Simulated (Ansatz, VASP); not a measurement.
## MgI2 in VASP and in Ansatz

```xyz
3
Lattice="4.3849 0.0000 0.0000 -2.1925 3.7975 0.0000 0.0000 0.0000 6.1574" Properties=species:S:1:pos:R:3 pbc="T T T"
Mg    0.0000    0.0000    0.0000
I     0.0000    2.5316    4.6650
I     2.1925    1.2658    1.4924
```

Alike in both runs: task single point; functional LDA; k mesh 9 × 9 × 4; occupations gaussian, width 0.05 eV; no spin polarisation.

|  | VASP | Ansatz |
| --- | --- | --- |
| version | VASP 6.6.1 | Ansatz 0.2.0 |
| potentials or method | VASP PAW LDA potentials, release 64 (Mg, I) | scalar-relativistic, plane waves, PAW |
| plane-wave cutoff (eV) | 520 | 420 |
| valence electrons in the cell | 16 | 44 |

```csv
,VASP,Ansatz,Ansatz less VASP
gap on the k mesh at the Fermi level (eV),2.39,2.38,-0.004
least direct gap on the mesh (eV),2.39,2.38,-0.004
pressure (GPa),-1.6,-1.5,+0.09
largest component of the traceless stress (GPa),2.62,2.61,-0.013
rms of the force components (eV/Å),0.083,0.087,+0.0044
```

Atom by atom the forces differ by 0.004 eV/Å (rms over components). The two sets of potentials don't hold the same shells in valence.

Caveats: spin-orbit coupling is left out, which moves the levels of the heavy elements; an odd mesh through Γ misses points on the zone boundary, where band edges often lie.
